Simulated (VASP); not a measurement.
# Tl (P6_3/mmc) in VASP: further runs

The runs below take Tl through single point, with PBEsol.

All numbers are computed with VASP 6.6.1; they aren't measurements. Logs are shortened: lines on timing, memory, paths and dates and some standing lists are left out, and cuts for length are marked.

## Step 1: Starting point

It takes space group P6_3/mmc (No. 194, hexagonal). Conventional cell: a = 3.456 Å, b = 3.456 Å, c = 5.525 Å, α = 90.00°, β = 90.00°, γ = 120.00°. Tl (site symmetry -6m2) has 12 Tl at 3.41 to 3.46 Å as nearest neighbours.

## Step 2: Single point, PBEsol

File INCAR:

```
PREC = Accurate ; ENCUT = 900
EDIFF = 1E-8 ; ISMEAR = 1
SIGMA = 0.05 ; LREAL = False
LASPH = True ; NELM = 100
ALGO = Normal ; ISIF = 2
LWAVE = False ; LCHARG = False
GGA = PS ; NBANDS = 20
ADDGRID = False
```

File KPOINTS:

```
regular mesh
0
Gamma
  15 15 8
```

File POSCAR:

```
Tl
1.0
    3.4560000000      0.0000000000      0.0000000000
   -1.7280000000      2.9929837955      0.0000000000
    0.0000000000      0.0000000000      5.5250000000
Tl
2
Direct
    0.6666666667      0.3333333333      0.7500000000
    0.3333333333      0.6666666667      0.2500000000
```

Potentials or basis: VASP PAW PBE potentials, release 64 (Tl_d).

Command:

```
> cat potpaw_PBE.64/Tl_d/POTCAR > POTCAR
> mpirun -np 1 vasp_std > vasp.out
```

OUTCAR:

```text
PREC = Accurate
   ENCUT = 900
   EDIFF = 1E-8
   ISMEAR = 1
   LREAL = False
   LASPH = True
   NELM = 100
   ISIF = 2
   GGA = PS

 ion  position               nearest neighbor table
   1  0.667  0.333  0.750-   2 3.41   2 3.41   2 3.41   2 3.41   2 3.41   2 3.41
   2  0.333  0.667  0.250-   1 3.41   1 3.41   1 3.41   1 3.41   1 3.41   1 3.41

  LATTYP: Found a hexagonal cell.
 ALAT       =     3.4560000000
 C/A-ratio  =     1.5986689815

  Lattice vectors:

 A1 = (   3.4560000000,   0.0000000000,   0.0000000000)
 A2 = (  -1.7280000000,   2.9929837955,   0.0000000000)
 A3 = (   0.0000000000,   0.0000000000,   5.5250000000)

Analysis of symmetry for initial positions (statically):
=====================================================================
 Subroutine PRICEL returns:
 Original cell was already a primitive cell.

 Routine SETGRP: Setting up the symmetry group for a
 hexagonal supercell.

 Subroutine GETGRP returns: Found 24 space group operations
 (whereof 12 operations were pure point group operations)
 out of a pool of 24 trial point group operations.

The static configuration has the point symmetry D_3d.
 The point group associated with its full space group is D_6h.

Analysis of symmetry for dynamics (positions and initial velocities):
=====================================================================
 Subroutine PRICEL returns:
 Original cell was already a primitive cell.

 Routine SETGRP: Setting up the symmetry group for a
 hexagonal supercell.

 Subroutine GETGRP returns: Found 24 space group operations
 (whereof 12 operations were pure point group operations)
 out of a pool of 24 trial point group operations.

The dynamic configuration has the point symmetry D_3d.
 The point group associated with its full space group is D_6h.

 Subroutine INISYM returns: Found 24 space group operations
 (whereof 12 operations are pure point group operations),
 and found     1 'primitive' translations

----------------------------------------------------------------------------------------

                                     Primitive cell

  volume of cell :      57.1492

  direct lattice vectors                    reciprocal lattice vectors
     3.456000000  0.000000000  0.000000000     0.289351852  0.167057370  0.000000000
    -1.728000000  2.992983795  0.000000000     0.000000000  0.334114739  0.000000000
     0.000000000  0.000000000  5.525000000     0.000000000  0.000000000  0.180995475

  length of vectors
     3.456000000  3.456000000  5.525000000     0.334114739  0.334114739  0.180995475

  position of ions in fractional coordinates (direct lattice)
     0.666666667  0.333333333  0.750000000
     0.333333333  0.666666667  0.250000000

  ion indices of the primitive-cell ions
   primitive index   ion index
                 1           1
                 2           2

----------------------------------------------------------------------------------------

 KPOINTS: regular mesh

Automatic generation of k-mesh.
 Grid dimensions read from file:
 generate k-points for:   15   15    8

 Generating k-lattice:

  Cartesian coordinates                     Fractional coordinates (reciprocal lattice)
     0.019290123  0.011137158  0.000000000     0.066666667 -0.000000000  0.000000000
     0.000000000  0.022274316  0.000000000     0.000000000  0.066666667  0.000000000
     0.000000000  0.000000000  0.022624434     0.000000000  0.000000000  0.125000000

  Length of vectors
     0.022274316  0.022274316  0.022624434

  Shift w.r.t. Gamma in fractional coordinates (k-lattice)
     0.000000000  0.000000000  0.000000000

 Subroutine IBZKPT returns following result:
 ===========================================

 Found    135 irreducible k-points:

 Following reciprocal coordinates:
            Coordinates               Weight
  0.000000  0.000000  0.000000      1.000000
  0.066667 -0.000000  0.000000      6.000000
  0.133333  0.000000  0.000000      6.000000
  0.200000  0.000000  0.000000      6.000000
  0.266667  0.000000  0.000000      6.000000
  0.333333  0.000000  0.000000      6.000000
[... 16 lines left out ...]
  0.333333  0.200000  0.000000     12.000000
  0.400000  0.200000  0.000000      6.000000
 [... further k-points ...]
   k-points           NKPTS =    135   k-points in BZ     NKDIM =    135   number of bands    NBANDS=     20
   number of dos      NEDOS =    301   number of ions     NIONS =      2
   total plane-waves  NPLWV =  69984
   dimension x,y,z NGX =    36 NGY =   36 NGZ =   54
   dimension x,y,z NGXF=    72 NGYF=   72 NGZF=  108
   ions per type =               2
   NGX,Y,Z   is equivalent  to a cutoff of  17.32, 17.32, 16.25 a.u.
   NGXF,Y,Z  is equivalent  to a cutoff of  34.63, 34.63, 32.50 a.u.
 SYSTEM =  unknown system
   PREC   = accura    normal or accurate (medium, high low for compatibility)
   ISTART =      0    job   : 0-new  1-cont  2-samecut
   ICHARG =      2    charge: 1-file 2-atom 10-const
   ISPIN  =      1    spin polarized calculation?
   LNONCOLLINEAR =      F non collinear calculations
   LSORBIT =      F    spin-orbit coupling
   LASPH  =      T    aspherical Exc in radial PAW
   ENCUT  =  900.0 eV  66.15 Ry    8.13 a.u.   8.45  8.45 13.51*2*pi/ulx,y,z
   NELM   =    100;   NELMIN=  2; NELMDL= -5     # of ELM steps
   EDIFF  = 0.1E-07   stopping-criterion for ELM
   LREAL  =      F    real-space projection
   EDIFFG = 0.1E-06   stopping-criterion for IOM
   NSW    =      0    number of steps for IOM
   IBRION =     -1    ionic relax: 0-MD 1-quasi-New 2-CG
   NFREE  =      0    steps in history (QN), initial steepest desc. (CG)
   ISIF   =      2    stress and relaxation
   ISYM   =      2    0-nonsym 1-usesym 2-fastsym
   POTIM  = 0.5000    time-step for ionic-motion
   TEBEG  =    0.0;   TEEND  =   0.0 temperature during run
   PSTRESS=    0.0 pullay stress
   NELECT =      26.0000    total number of electrons
   NUPDOWN=      -1.0000    fix difference up-down
   EMIN   =  10.00;   EMAX   =-10.00  energy-range for DOS
   EFERMI =   0.00;   METHOD = LEGACY
   ISMEAR =     1;   SIGMA  =   0.05  broadening in eV -4-tet -1-fermi 0-gaus
   EFERMI_NEDOS =   21; number of points for ismear=-14 and -15
   IALGO  =     38    algorithm
   IMIX   =      4    mixing-type and parameters
     AMIX     =   0.40;   BMIX     =  1.00
     AMIX_MAG =   1.60;   BMIX_MAG =  1.00
  volume/ion in A,a.u.               =      28.57       192.83
  Fermi-wavevector in a.u.,A,eV,Ry     =   1.259107  2.379366 21.569987  1.585349
  Thomas-Fermi vector in A             =   2.392683
   LORBIT       =      0    0 simple, 1 ext, 2 COOP (PROOUT), +10 PAW based schemes
   GGA     = PS    functional components
   LHFCALC =     F    Hartree Fock is set to
   AEXX    =    0.0000 exact exchange contribution
   IVDW    =     0    specifies the selected vdW correction
   LEPSILON=     F    determine dielectric tensor
   LRPA    =     F    only Hartree local field effects (RPA)
 non-spin polarized calculation
 Methfessel and Paxton  Order N= 1 SIGMA  =   0.05
  energy-cutoff  :      900.00
  volume of cell :       57.15
 maximum number of plane-waves:      3556
 NGX is ok and might be reduce to    36
   NGX = 17   NGY = 17   NGZ = 27

 number of electron      25.9999999 magnetization

 Free energy of the ion-electron system (eV)
  ---------------------------------------------------
  ext. energy  EPLUGINS =         0.00000000
  ---------------------------------------------------
  free energy    TOTEN  =        -5.25946512 eV

  energy without entropy =       -5.25933463  energy(sigma->0) =       -5.25942162

 E-fermi :   6.3889     XC(G=0): -10.3704

 val. band max:        6.3809363154   @ k =   0.4000   0.0667   0.2500
 cond. band min:       6.4158592847   @ k =   0.2000   0.2000   0.2500
 fundamental gap:      0.0349229692
 Fermi energy:         6.3888704414

 k-point     1 :       0.0000    0.0000    0.0000
  band No.  band energies     occupation
      1      -5.3590      2.00000
      2      -5.1241      2.00000
      3      -5.1004      2.00000
      4      -5.1004      2.00000
      5      -5.0463      2.00000
      6      -5.0463      2.00000
[... 12 lines left out ...]
     19      17.1972      0.00000
     20      17.3049      0.00000

 k-point     2 :       0.0667   -0.0000    0.0000
  band No.  band energies     occupation
      1      -5.3430      2.00000
      2      -5.1454      2.00000
      3      -5.0811      2.00000
      4      -5.0754      2.00000
      5      -5.0477      2.00000
      6      -5.0283      2.00000
[... 12 lines left out ...]
     19      17.3235      0.00000
     20      17.6939      0.00000

 k-point     3 :       0.1333    0.0000    0.0000
  band No.  band energies     occupation
      1      -5.3128      2.00000
      2      -5.1666      2.00000
      3      -5.0619      2.00000
      4      -5.0302      2.00000
      5      -5.0261      2.00000
      6      -5.0223      2.00000
[... 12 lines left out ...]
     19      16.8843      0.00000
     20      18.4023      0.00000

 k-point     4 :       0.2000    0.0000    0.0000
  band No.  band energies     occupation
      1      -5.3195      2.00000
      2      -5.1556      2.00000
      3      -5.0854      2.00000
      4      -5.0690      2.00000
      5      -5.0518      2.00000
      6      -4.9567      2.00000
[... 12 lines left out ...]
     19      16.5207      0.00000
     20      17.8809      0.00000

 k-point     5 :       0.2667    0.0000    0.0000
  band No.  band energies     occupation
      1      -5.3633      2.00000
      2      -5.1627      2.00000
      3      -5.1561      2.00000
      4      -5.0872      2.00000
      5      -5.0350      2.00000
      6      -4.8758      2.00000
[... 12 lines left out ...]
     19      15.9028      0.00000
     20      17.2179      0.00000

 k-point     6 :       0.3333    0.0000    0.0000
  band No.  band energies     occupation
      1      -5.4123      2.00000
      2      -5.2287      2.00000
      3      -5.1949      2.00000
      4      -5.1191      2.00000
      5      -4.9828      2.00000
      6      -4.8829      2.00000
[... 12 lines left out ...]
     19      15.3108      0.00000
     20      16.7052      0.00000

 k-point     7 :       0.4000   -0.0000    0.0000
  band No.  band energies     occupation
      1      -5.4515      2.00000
      2      -5.2870      2.00000
      3      -5.2249      2.00000
      4      -5.1429      2.00000
      5      -4.9428      2.00000
      6      -4.9140      2.00000
[... 12 lines left out ...]
     19      14.8704      0.00000
     20      16.3593      0.00000
[... 277 lines left out ...]
 k-point    20 :       0.4000    0.1333    0.0000
  band No.  band energies     occupation
      1      -5.3895      2.00000
      2      -5.3383      2.00000
      3      -5.1775      2.00000
      4      -5.1332      2.00000
      5      -4.9462      2.00000
      6      -4.9186      2.00000
[... 12 lines left out ...]
     19      14.7868      0.00000
     20      16.6406      0.00000

 k-point    21 :       0.2000    0.2000    0.0000
  band No.  band energies     occupation
      1      -5.2476      2.00000
      2      -5.2386      2.00000
      3      -5.2346      2.00000
      4      -5.1146      2.00000
      5      -4.9620      2.00000
      6      -4.8867      2.00000
[... 12 lines left out ...]
     19      14.8437      0.00000
     20      18.4848      0.00000

 k-point    22 :       0.2667    0.2000    0.0000
  band No.  band energies     occupation
      1      -5.3058      2.00000
      2      -5.2698      2.00000
      3      -5.1808      2.00000
      4      -5.1171      2.00000
      5      -4.9339      2.00000
      6      -4.9259      2.00000
[... 12 lines left out ...]
     19      14.2365      0.00000
     20      18.5592      0.00000

 k-point    23 :       0.3333    0.2000    0.0000
  band No.  band energies     occupation
      1      -5.3451      2.00000
      2      -5.2924      2.00000
      3      -5.1408      2.00000
      4      -5.1120      2.00000
      5      -4.9584      2.00000
      6      -4.9127      2.00000
[... 12 lines left out ...]
     19      13.9196      0.00000
     20      18.4207      0.00000

 k-point    24 :       0.4000    0.2000    0.0000
  band No.  band energies     occupation
      1      -5.3589      2.00000
      2      -5.3004      2.00000
      3      -5.1271      2.00000
      4      -5.1080      2.00000
      5      -4.9719      2.00000
      6      -4.8977      2.00000
[... 12 lines left out ...]
     19      13.8207      0.00000
     20      18.3690      0.00000

 [... further k-points ...]
[... 5 lines left out ...]
  --------------------------------------------------------------------------------------
  -------------------------------------------------------------------------------------
  Total        0.0858458      0.0858458     -0.1516489      0.0000000     -0.0000000      0.0000000
  in kB        2.4066845      2.4066845     -4.2514743      0.0000000     -0.0000000      0.0000000
  external PRESSURE =       0.1872982 kB  Pullay stress =       0.0000000 kB

 VOLUME and BASIS-vectors are now :
 -----------------------------------------------------------------------------
  energy-cutoff  :      900.00
  volume of cell :       57.15
      direct lattice vectors                 reciprocal lattice vectors
     3.456000000  0.000000000  0.000000000     0.289351852  0.167057370  0.000000000
    -1.728000000  2.992983795  0.000000000     0.000000000  0.334114739  0.000000000
     0.000000000  0.000000000  5.525000000     0.000000000  0.000000000  0.180995475

 POSITION                                       TOTAL-FORCE (eV/Angst)
 -----------------------------------------------------------------------------------
      1.72800      0.99766      4.14375        -0.000000      0.000000      0.000000
     -0.00000      1.99532      1.38125         0.000000     -0.000000      0.000000
 -----------------------------------------------------------------------------------
    total drift:                               -0.000000      0.000000     -0.000000

  FREE ENERGIE OF THE ION-ELECTRON SYSTEM (eV)
  ---------------------------------------------------
  free  energy   TOTEN  =        -5.2594651184 eV

  energy  without entropy=       -5.2593346304  energy(sigma->0) =       -5.25942162
```

It took 2.5 min on 1 thread of AMD EPYC 9R45 (Zen 5), shared host; peak memory 0.41 GiB.

Results:

* Free energy: -5.2595 eV
* Pressure: 0.0 GPa
* Band gap on the k mesh: none (metal or under the smearing width)

Caveat: the PAW data sets were made with another functional, which shifts forces and pressure a little. The run has no spin-orbit coupling, so splittings on Tl are missing.

## Step 3: Single point, PBEsol

File INCAR:

```
PREC = Accurate ; ENCUT = 250
EDIFF = 1E-6 ; ISMEAR = 1
SIGMA = 0.1 ; LREAL = False
LASPH = True ; NELM = 100
ALGO = Normal ; ISIF = 2
LWAVE = False ; LCHARG = False
GGA = PS ; NBANDS = 20
ADDGRID = False
```

File KPOINTS:

```
regular mesh
0
Gamma
  2 2 1
```

POSCAR is that of step 2.

Potentials or basis: VASP PAW PBE potentials, release 64 (Tl_d).

Command:

```
> cat potpaw_PBE.64/Tl_d/POTCAR > POTCAR
> mpirun -np 1 vasp_std > vasp.out
```

Run time: 2.2 s. Hardware: 1 thread of AMD EPYC 9R45 (Zen 5), shared host; peak memory 0.08 GiB.

These settings aren't checked as converged: the numbers below hold their error.

What came out:

* Free energy: -4.9550 eV

Caveat: the k mesh is coarse (spacing up to 1.14 Å⁻¹), so the values aren't converged; the cutoff is under 1.25 times the usual one of these potentials, so pressure, stress and relaxed cells hold a basis-set (Pulay) error; the mesh shows a gap though the element is a metal; the PAW data sets were made with another functional, which shifts forces and pressure a little.

## Step 4: Single point, PBEsol

Edit INCAR of step 3 so:

```diff
@@ -1,2 +1,2 @@
-PREC = Accurate ; ENCUT = 250
+PREC = Accurate ; ENCUT = 350
 EDIFF = 1E-6 ; ISMEAR = 1
```

KPOINTS is that of step 3.

POSCAR is that of step 3.

Command:

```
> cat potpaw_PBE.64/Tl_d/POTCAR > POTCAR
> mpirun -np 1 vasp_std > vasp.out
```

Wall time 3.2 s (1 thread of AMD EPYC 9R45 (Zen 5), shared host); peak memory 0.11 GiB.

The run converged, but some of its settings lie outside the range that counts as converged, so its numbers aren't taken as properties of the crystal.

Results:

* Free energy: -4.9375 eV
* Pressure: 8.1 GPa

Caveat: the k mesh is coarse (spacing up to 1.14 Å⁻¹), so the values aren't converged; the mesh shows a gap though the element is a metal; the PAW data sets were made with another functional, which shifts forces and pressure a little.

## Step 5: Single point, PBEsol

Edit INCAR of step 4 so:

```diff
@@ -1,2 +1,2 @@
-PREC = Accurate ; ENCUT = 350
+PREC = Accurate ; ENCUT = 400
 EDIFF = 1E-6 ; ISMEAR = 1
```

KPOINTS is that of step 4.

POSCAR is that of step 4.

Command:

```
> cat potpaw_PBE.64/Tl_d/POTCAR > POTCAR
> mpirun -np 1 vasp_std > vasp.out
```

Run time: 2.8 s. Hardware: 1 thread of AMD EPYC 9R45 (Zen 5), shared host; peak memory 0.11 GiB.

The run converged, but some of its settings lie outside the range that counts as converged, so its numbers aren't taken as properties of the crystal.

Results:

| Property | Result |
| --- | --- |
| Free energy | -4.9372 eV |
| Pressure | 8.6 GPa |

Caveat: the k mesh is coarse (spacing up to 1.14 Å⁻¹), so the values aren't converged; the mesh shows a gap though the element is a metal; the PAW data sets were made with another functional, which shifts forces and pressure a little.

## Step 6: Single point, PBEsol

Edit INCAR of step 5 so:

```diff
@@ -1,2 +1,2 @@
-PREC = Accurate ; ENCUT = 400
+PREC = Accurate ; ENCUT = 450
 EDIFF = 1E-6 ; ISMEAR = 1
```

KPOINTS is that of step 5.

POSCAR is that of step 5.

Potentials or basis: VASP PAW PBE potentials, release 64 (Tl_d).

Command:

```
> cat potpaw_PBE.64/Tl_d/POTCAR > POTCAR
> mpirun -np 1 vasp_std > vasp.out
```

It took 3.4 s on 1 thread of AMD EPYC 9R45 (Zen 5), shared host; peak memory 0.11 GiB.

These settings aren't checked as converged: the numbers below hold their error.

Results:

* Free energy: -4.9374 eV
* Pressure: 8.7 GPa

Caveat: the k mesh is coarse (spacing up to 1.14 Å⁻¹), so the values aren't converged; the mesh shows a gap though the element is a metal; the PAW data sets were made with another functional, which shifts forces and pressure a little.

## Step 7: For comparison

An earlier run on the cell as given: functional PBE; potentials or basis VASP PAW PBE potentials, release 64 (Tl_d); cutoff 520 eV; k mesh 9 × 9 × 5; occupations fermi-dirac, width 0.05 eV; no spin polarisation.

* Pressure: 3.4 GPa
* Band gap on the k mesh: none (metal or under the smearing width)
